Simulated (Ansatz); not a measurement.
# The 2H-WS2 bilayer (2H stacking) between two gates, part 2 of 3

Aim: screening and gap of the neutral 2H-WS2 bilayer (2H stacking) between oppositely charged gates.

Ansatz 0.2.0; plane-wave DFT, PBE-D3(BJ), Ansatz PAW (set soft_1); PAW set soft_1.

So far. Step 2 (Relaxation): The lattice constant a goes from 3.180 to 3.157 Å.

**3. Gated layer, displacement field 0**

The slab is cut off from its images along the normal. Two sheets of opposite charge stand for the gates, so the stack stays neutral in a displacement field; barriers ahead of the sheets keep electrons from leaking to them. The uncharged case sets the zero.

The cell differs from the one that the last finished run ended in (c 50.951 → 49.235 Å).

input.yaml reads:

```yaml
crystal:
  lattice:
    - [3.1569283107, 0.0, 0.0]
    - [-1.5784641553, 2.733980115, 0.0]
    - [0.0, 0.0, 49.2347720236]
  atoms:
    - { symbol: S, position: [0.3333333333, 0.6666666667, 0.4062169718] }
    - { symbol: W, position: [0.0, 0.0, 0.4382377911] }
    - { symbol: S, position: [0.3333333333, 0.6666666667, 0.4702196195] }
    - { symbol: S, position: [0.0, 0.0, 0.5297803805] }
    - { symbol: W, position: [0.3333333333, 0.6666666667, 0.5617622089] }
    - { symbol: S, position: [0.0, 0.0, 0.5937830282] }
  periodic: [true, true, false]
  symmetry: { detect: true }
kpoints:
  mp_grid: { grid: [30, 30, 1] }
  band_path:
    path: [[0, 0, 0], [0.5, 0, 0], [0.33333333, 0.33333333, 0], [0, 0, 0]]
    npoints: 16
hamiltonian:
  xc: pbe
  dispersion: d3bj
  pseudopotentials: { kind: paw, azcp: { folder: soft_1 } }
scf:
  occupations: { method: fermi_dirac, width: 0.02585 }
  convergence: { dr2_threshold: 1.0e-10 }
output:
  forces: true
  eigenvalues: true
  dos: { projected: true, e_range: [-3, 3], de: 0.01 }
  write_potential: true
  write_density: true
  volumetric_format: npy
  elf: true
external_charges:
  - { charge: 0, barrier: 10, axis: 3, height: 32.735, sigma: 0.25 }
  - { charge: 0, barrier: 10, axis: 3, height: 16.5, sigma: 0.25 }
```

The run is started by

```
$ ansatz run input.yaml --threads 4 --pin off --max-ram 8192MiB --backend cpu --events-out ev --progress --plain --runs-dir out
```

Numbers of over 12 decimals in the logs are rounded to 6 here.

What it wrote:

```text
[...]
Crystal: 6 atoms, lattice volume = 424.944 Å³
Basis set: ecut = 420 eV, 8217 PW (Γ), exchange–correlation on 48×48×720 points (8 copies of the dense FFT grid, shifted against one another)
Bands: 32, of which v1, the nominal top of the filled ones, is band 26 counted from 1 (25 counted from 0)
Symmetry: 6 space group operations
k-points: 91 of 900 (time reversal used)
[...]
SCF iter   1: F=—  HF=-24388.004318 eV  |F-HF|=—  |Δ(HF+E_count)|=         —  Δρ=2.35e-2  dr2=2.64e0  ethr=3.10e-3  ⟨swp⟩=17.9  Hψ=28316  notcnv=0
[...]
SCF iter  16: F=-24387.195282 eV  HF=-24387.195282 eV  |F-HF|=7.28e-12  |Δ(HF+E_count)|=  9.46e-11  Δρ=8.04e-8  dr2=5.07e-11  ethr=1.00e-12  ⟨swp⟩=24.6  Hψ=30471  notcnv=0
SCF 1 converged in 16 iterations: F = -24387.195282 eV  dr2 = 5.07e-11
[...]
NSCF: frozen V_eff on 49 k-points
[...]
SCF converged after 16 iterations
Free energy (F): -24387.195282 eV
[...]
Internal energy: -24387.195282 eV  (E = F + TS)
E sigma→0 (E₀):  -24387.195282 eV
Fermi energy:    -4.584718 eV
[...]
--- Forces (eV/Å), atoms and charges each counted from 1 ---
  atom   1  S      0.00000000     0.00000000     0.00348748
  atom   2  W      0.00000000     0.00000000     0.00037218
  atom   3  S     -0.00000000    -0.00000000    -0.00109500
  atom   4  S      0.00000000     0.00000000     0.00109501
  atom   5  W     -0.00000000    -0.00000000    -0.00037153
  atom   6  S      0.00000000     0.00000000    -0.00348550
  external charge   1     0.00000000     0.00000000     0.00412724
  external charge   2     0.00000000     0.00000000    -0.00413007
  max |Σ_I F_I| component, the external charges' with the atoms': 1.85e-7 eV/Å
--- Band table (eV; the first three rows and the last of 91) ---
  k-point 0: bands = [... 22 lower, -7.2204, -7.2204, -5.9901, -5.2414, -2.7444, -2.7444, -2.7266, -2.7266, ... 2 higher]
  k-point 1: bands = [... 22 lower, -7.2090, -7.0686, -5.9918, -5.2673, -2.7579, -2.7473, -2.7234, -2.6887, ... 2 higher]
  k-point 2: bands = [... 22 lower, -7.1866, -6.9219, -5.9999, -5.3475, -2.8041, -2.7888, -2.7776, -2.7430, ... 2 higher]
  k-point 90: bands = [... 22 lower, -8.0633, -8.0633, -5.7359, -5.6156, -3.7357, -3.7357, -2.7429, -2.0666, ... 2 higher]
```

Run time: 81 s. Hardware: 4 threads of Arm Neoverse V1, shared host; peak memory 1.3 GiB; 5.4 min of CPU time.

In the SCF lines HF is the Harris–Foulkes energy and dr2 the Hartree energy of the density residual, in eV; the loop may stop once dr2 is under the threshold and the program's other checks hold. Hψ counts applications of the Hamiltonian.

Numbers from this step:

- gap on the k-mesh: 1.353 eV
- gap along the path: 1.353 eV
- smallest direct gap along the path: 1.880 eV
- gap, the smaller of path and mesh: 1.353 eV
- potential beyond the upper barrier and gate, less the barrier, from the Fermi level: 4.585 eV

Running mean over a fixed 2.6 Å (it still follows the layers) of the planar mean; beyond a gate it holds the 10 eV model barrier. The electron's electrostatic potential energy less the Fermi level by z:

```csv
z (Å),electron's electrostatic potential energy less the Fermi level (eV)
4,14.6
6,14.6
8,14.6
10,14.6
12,14.6
14,14.6
16,11.5
18,4.01
20,-6.39
22,-11.5
24,-2.18
26,-5.87
28,-11.4
30,-2.05
32,6.70
34,14.1
36,14.6
38,14.6
40,14.6
42,14.6
44,14.6
```

The density of states has structure finer than the step of the table below, so its rows give means over 0.1 eV, whole bins alone (the curve runs from -3 to 1.63 eV). Peaks (eV: height): -2.89: 6.13, -2.59: 6.49, -2.22: 4.51, -1.96: 9.40, -1.41: 4.62, 1.54: 9.86.

Density of states against energy, zero at the Fermi level of the run, which the smearing sets inside the gap; means over each step:

```
energy (eV)  density of states (states/eV a cell)
       -2.9                                  5.29
       -2.8                                  4.62
       -2.7                                  4.78
       -2.6                                  5.20
       -2.5                                  3.76
       -2.4                                  2.11
       -2.3                                  2.69
       -2.2                                  4.05
       -2.1                                  3.48
       -2.0                                  6.64
       -1.9                                  5.81
       -1.8                                  4.49
       -1.7                                  3.80
       -1.6                                  3.27
       -1.5                                  3.00
       -1.4                                  2.62
       -1.3                                  1.33
       -1.2                                  1.06
       -1.1                                 0.648
       -1.0                                 0.314
       -0.9                                 0.286
       -0.8                                 0.293
       -0.7                                 0.280
       -0.6                                     0
       -0.5                                     0
       -0.4                                     0
       -0.3                                     0
       -0.2                                     0
       -0.1                                     0
        0.0                                     0
        0.1                                     0
        0.2                                     0
        0.3                                     0
        0.4                                     0
        0.5                                     0
        0.6                                     0
        0.7                                 0.614
        0.8                                  1.44
        0.9                                  2.10
        1.0                                  2.87
        1.1                                  2.75
        1.2                                  4.42
        1.3                                  4.33
        1.4                                  5.11
        1.5                                  7.76
```

Projected DOS per atom over height of the atomic layer and energy from the Fermi level. Layers: S W S S W S from below.

Ten even steps from '_' (0.00 states/eV) to '@' (2.34 states/eV), each cell a mean:
```
--@@::::@@--
..**....**..
..==....==..
__::____::__
____________
____________
____________
____________
____________
____________
____________
____________
____________
__..____..__
__--____--__
..==....==..
..##....##..
..**....**..
::::::::::::
--__----__--
==..====..==
==::====::==
```
Columns: height of the atomic layer (Å) from 20 to 29.2 (not evenly spaced); rows upwards: energy from the Fermi level (eV) from -2.98 to 1.62.

Electronic bands along the path, in eV, zero at the Fermi level of the run, which the smearing sets inside the gap:

```csv
point,band 23,band 24,band 25,band 26,band 27,band 28,band 29,band 30
Γ,-2.64,-2.64,-1.41,-0.66,1.84,1.84,1.86,1.86
halfway,-2.96,-2.57,-2.03,-1.95,1.05,1.43,1.49,1.56
M,-2.37,-2.24,-2.10,-2.00,1.87,1.90,2.22,2.38
halfway,-3.41,-3.17,-1.60,-1.45,1.52,1.58,2.34,2.55
K,-3.48,-3.48,-1.15,-1.03,0.85,0.85,1.84,2.52
halfway,-2.52,-2.41,-1.98,-1.95,0.70,1.15,1.68,1.85
Γ,-2.64,-2.64,-1.41,-0.66,1.84,1.84,1.86,1.86
```

Electrostatic potential energy in the ca plane at fractional y = 0.667, with atoms of S and W within 0.2 Å of it. With pseudopotentials it is smooth inside the atoms' cores, unlike the true potential.

Values in eV, 5 rows by 16 columns, each cell a mean:
```
 10  10  10   8   0   0  -1  -4 -18 -16  -4  -1  -3 -12  -7  -7
 10  10  10   8   0   0  -3 -10 -13 -12 -10  -3  -2  -8 -14 -15
 10  10  10   8   0   0 -16 -41 -11 -13 -42 -12  -1  -5 -37 -40
 10  10  10   8   0   0 -20 -44 -12 -16 -45 -15  -1  -5 -41 -44
 10  10  10   8   0   0  -6 -20 -11 -11 -21  -5  -2  -6 -22 -25
```
Columns run along c (16.0 Å, from fractional 0.26 to 0.58 of the cell; values clipped at the 3rd and 97th percentile), rows up along a (3.2 Å). Atoms in or near the plane, at fractional coordinates: S at (0.41, 0.33), S at (0.47, 0.33), W at (0.56, 0.33).

ELF in the ca plane at fractional y = 0.667, with atoms of S and W within 0.2 Å of it. It is the smooth field of the valence electrons, not physical close to the nuclei.

Ten even steps from '0' (0.00) to '9' (0.94), each cell a mean:
```
00000000000000000122331232123320016787753235
00000000000000000012221232122210016887753335
00000000000000013567774222367764103677532223
00000000000000257998787323687898400234336653
00000000000001479994147423751289700012265365
00000000000001479993047423750289710012265365
00000000000001258997687423687799400234246763
00000000000000024678874222478875103566522323
```
Columns run along c (16.0 Å, from fractional 0.26 to 0.58 of the cell), rows up along a (3.2 Å). Atoms in or near the plane, at fractional coordinates: S at (0.41, 0.33), S at (0.47, 0.33), W at (0.56, 0.33).

Valence density in the ca plane at fractional y = 0.667, with atoms of S and W within 0.2 Å of it. It is the smooth field of the valence electrons, not physical close to the nuclei.

Ten steps, logarithmic in the rise over the least value, from '0' (0.0 e/Å³) to '9' (5.6 e/Å³), each cell a mean:
```
00000000000000000122334565433321112455444344
00000000000000000122334565433221112455443344
00000000000000001234544444445432112344445554
00000000000000001356665444566654211233468885
00000000000000012466565434565565311123589997
00000000000000012465465434565565311123589997
00000000000000002456665444566654211233468986
00000000000000001234554444455542112344445654
```
Columns run along c (16.0 Å, from fractional 0.26 to 0.58 of the cell), rows up along a (3.2 Å). Atoms in or near the plane, at fractional coordinates: S at (0.41, 0.33), S at (0.47, 0.33), W at (0.56, 0.33).

The gap, the smaller of path and mesh, is 1.353 eV.

**4. Gated layer, displacement field 0.905 V/nm**

input.yaml: that of step 3 with these lines changed.

```diff
@@ -29,3 +29,2 @@
   eigenvalues: true
-  dos: { projected: true, e_range: [-3, 3], de: 0.01 }
   write_potential: true
@@ -33,5 +32,6 @@
   volumetric_format: npy
-  elf: true
 external_charges:
   - { charge: 0, barrier: 10, axis: 3, height: 32.735, sigma: 0.25 }
+  - { charge: -0.004315, axis: 3, height: 34.235, sigma: 0.5 }
   - { charge: 0, barrier: 10, axis: 3, height: 16.5, sigma: 0.25 }
+  - { charge: 0.004315, axis: 3, height: 15.0, sigma: 0.5 }
```

What it wrote:

```text
[...]
Crystal: 6 atoms, lattice volume = 424.944 Å³
Basis set: ecut = 420 eV, 8217 PW (Γ), exchange–correlation on 48×48×720 points (8 copies of the dense FFT grid, shifted against one another)
Bands: 32, of which v1, the nominal top of the filled ones, is band 26 counted from 1 (25 counted from 0)
Symmetry: 6 space group operations
k-points: 91 of 900 (time reversal used)
[...]
SCF iter   1: F=—  HF=-24388.002722 eV  |F-HF|=—  |Δ(HF+E_count)|=         —  Δρ=2.35e-2  dr2=2.64e0  ethr=3.10e-3  ⟨swp⟩=17.9  Hψ=28394  notcnv=0
[...]
SCF iter  16: F=-24387.193634 eV  HF=-24387.193634 eV  |F-HF|=1.82e-11  |Δ(HF+E_count)|=  7.28e-11  Δρ=4.54e-8  dr2=4.59e-11  ethr=1.00e-12  ⟨swp⟩=26.9  Hψ=30996  notcnv=0
SCF 1 converged in 16 iterations: F = -24387.193634 eV  dr2 = 4.59e-11
[...]
SCF converged after 16 iterations
Free energy (F): -24387.193634 eV
[...]
Internal energy: -24387.193634 eV  (E = F + TS)
E sigma→0 (E₀):  -24387.193634 eV
Fermi energy:    -4.585909 eV
[...]
--- Forces (eV/Å), atoms and charges each counted from 1 ---
  atom   1  S      0.00000000     0.00000000     0.00566344
  atom   2  W      0.00000000     0.00000000    -0.00510529
  atom   3  S      0.00000000    -0.00000000     0.00240888
  atom   4  S      0.00000000     0.00000000     0.00422777
  atom   5  W     -0.00000000    -0.00000000    -0.00580368
  atom   6  S     -0.00000000     0.00000000    -0.00093857
  external charge   1     0.00000000     0.00000000     0.00390883
  external charge   2     0.00000000     0.00000000    -0.00019528
  external charge   3     0.00000000     0.00000000    -0.00436261
  external charge   4     0.00000000     0.00000000     0.00019507
  max |Σ_I F_I| component, the external charges' with the atoms': 1.45e-6 eV/Å
--- Band table (eV; the first three rows and the last of 91) ---
  k-point 0: bands = [... 22 lower, -7.1919, -7.1919, -5.9918, -5.2398, -2.7755, -2.7755, -2.7064, -2.7064, ... 2 higher]
  k-point 1: bands = [... 22 lower, -7.2153, -7.0611, -5.9935, -5.2656, -2.7929, -2.7438, -2.7265, -2.6988, ... 2 higher]
  k-point 2: bands = [... 22 lower, -7.1912, -6.9178, -6.0017, -5.3456, -2.8432, -2.8045, -2.7517, -2.7502, ... 2 higher]
  k-point 90: bands = [... 22 lower, -8.0995, -8.0265, -5.7495, -5.6027, -3.7782, -3.6940, -2.7459, -2.0644, ... 2 higher]
```

Wall time 81 s (4 threads); peak memory 1.3 GiB; 5.3 min of CPU time.

Numbers from this step:

```
gap on the k-mesh                                                                   : 1.348 eV
gap along the path                                                                  : 1.348 eV
smallest direct gap along the path                                                  : 1.825 eV
gap, the smaller of path and mesh                                                   : 1.348 eV
potential beyond the upper barrier and gate, less the barrier, from the Fermi level : 4.993 eV
```

Electronic bands along the path, in eV, zero at the Fermi level of the run, which the smearing sets inside the gap:

| point | band 23 | band 24 | band 25 | band 26 | band 27 | band 28 | band 29 | band 30 |
| --- | --- | --- | --- | --- | --- | --- | --- | --- |
| Γ | -2.61 | -2.61 | -1.41 | -0.65 | 1.81 | 1.81 | 1.88 | 1.88 |
| halfway | -2.96 | -2.57 | -2.04 | -1.93 | 1.04 | 1.42 | 1.50 | 1.58 |
| M | -2.38 | -2.23 | -2.11 | -1.98 | 1.84 | 1.93 | 2.21 | 2.39 |
| halfway | -3.42 | -3.16 | -1.61 | -1.44 | 1.50 | 1.60 | 2.34 | 2.53 |
| K | -3.51 | -3.44 | -1.16 | -1.02 | 0.81 | 0.89 | 1.84 | 2.52 |
| halfway | -2.53 | -2.39 | -2.01 | -1.92 | 0.69 | 1.16 | 1.67 | 1.83 |
| Γ | -2.61 | -2.61 | -1.41 | -0.65 | 1.81 | 1.81 | 1.88 | 1.88 |

The gap, the smaller of path and mesh, is 1.348 eV.

**5. Gated layer, displacement field 1.81 V/nm**

input.yaml: that of step 4 with these lines changed.

```diff
@@ -34,4 +34,4 @@
   - { charge: 0, barrier: 10, axis: 3, height: 32.735, sigma: 0.25 }
-  - { charge: -0.004315, axis: 3, height: 34.235, sigma: 0.5 }
+  - { charge: -0.008631, axis: 3, height: 34.235, sigma: 0.5 }
   - { charge: 0, barrier: 10, axis: 3, height: 16.5, sigma: 0.25 }
-  - { charge: 0.004315, axis: 3, height: 15.0, sigma: 0.5 }
+  - { charge: 0.008631, axis: 3, height: 15.0, sigma: 0.5 }
```

What it wrote:

```text
[...]
Crystal: 6 atoms, lattice volume = 424.944 Å³
Basis set: ecut = 420 eV, 8217 PW (Γ), exchange–correlation on 48×48×720 points (8 copies of the dense FFT grid, shifted against one another)
Bands: 32, of which v1, the nominal top of the filled ones, is band 26 counted from 1 (25 counted from 0)
Symmetry: 6 space group operations
k-points: 91 of 900 (time reversal used)
[...]
--- Band table (eV; the first three rows and the last of 91) ---
  k-point 0: bands = [... 22 lower, -7.1522, -7.1522, -5.9968, -5.2350, -2.8169, -2.8169, -2.7149, -2.7149, ... 2 higher]
  k-point 1: bands = [... 22 lower, -7.1838, -7.0419, -5.9985, -5.2606, -2.8357, -2.7816, -2.7472, -2.7281, ... 2 higher]
  k-point 2: bands = [... 22 lower, -7.2040, -6.9065, -6.0070, -5.3401, -2.8907, -2.8423, -2.7797, -2.7083, ... 2 higher]
  k-point 90: bands = [... 22 lower, -8.1349, -7.9894, -5.7807, -5.5739, -3.8214, -3.6530, -2.7549, -2.0580, ... 2 higher]
[key lines of the parts left out:]
SCF converged after 16 iterations
Free energy (F): -24387.188688 eV
Fermi energy:    -4.589337 eV
```

The job ended after 81 s (4 threads; peak memory 1.3 GiB).

The gap, the smaller of path and mesh, is 1.331 eV.

**6. Gated layer, displacement field 2.71 V/nm**

input.yaml: that of step 5 with these lines changed.

```diff
@@ -34,4 +34,4 @@
   - { charge: 0, barrier: 10, axis: 3, height: 32.735, sigma: 0.25 }
-  - { charge: -0.008631, axis: 3, height: 34.235, sigma: 0.5 }
+  - { charge: -0.012946, axis: 3, height: 34.235, sigma: 0.5 }
   - { charge: 0, barrier: 10, axis: 3, height: 16.5, sigma: 0.25 }
-  - { charge: 0.008631, axis: 3, height: 15.0, sigma: 0.5 }
+  - { charge: 0.012946, axis: 3, height: 15.0, sigma: 0.5 }
```

What it wrote:

```text
[...]
Crystal: 6 atoms, lattice volume = 424.944 Å³
Basis set: ecut = 420 eV, 8217 PW (Γ), exchange–correlation on 48×48×720 points (8 copies of the dense FFT grid, shifted against one another)
Bands: 32, of which v1, the nominal top of the filled ones, is band 26 counted from 1 (25 counted from 0)
Symmetry: 6 space group operations
k-points: 91 of 900 (time reversal used)
[...]
--- Band table (eV; the first three rows and the last of 91) ---
  k-point 0: bands = [... 22 lower, -7.1124, -7.1124, -6.0049, -5.2271, -2.8603, -2.8603, -2.7480, -2.7480, ... 2 higher]
  k-point 1: bands = [... 22 lower, -7.1440, -7.0164, -6.0067, -5.2525, -2.8801, -2.8241, -2.7850, -2.7652, ... 2 higher]
  k-point 2: bands = [... 22 lower, -7.2229, -6.8899, -6.0154, -5.3311, -2.9396, -2.8817, -2.8162, -2.7223, ... 2 higher]
  k-point 90: bands = [... 22 lower, -8.1690, -7.9523, -5.8189, -5.5395, -3.8653, -3.6129, -2.7694, -2.0477, ... 2 higher]
[key lines of the parts left out:]
SCF converged after 16 iterations
Free energy (F): -24387.180448 eV
Fermi energy:    -4.594751 eV
```

Run time: 80 s. Hardware: 4 threads; peak memory 1.3 GiB.

The gap, the smaller of path and mesh, is 1.305 eV.

(Continued in part 3 of 3.)

[Logs are printed without paths, hosts, clocks, repeated set-up lines and the standing remarks that a program may print on its own settings, such as how far it seeks lower states.]

[Hosts, paths, dates, database ids (printed as entryN), source tags and the programs' standing remarks are cut or masked in the printed files.]

[Maps of the electrostatic potential energy from Ansatz leave out the sawtooth potential of an applied field or a dipole correction, so their vacuum need not be flat; planar profiles and work functions include it.]

[The density of states shown here was stored with 400 of the rows of the run's finer table, so its peaks can read low, often by over a quarter, or be missed, and its means over a window can be off by a tenth or more.]
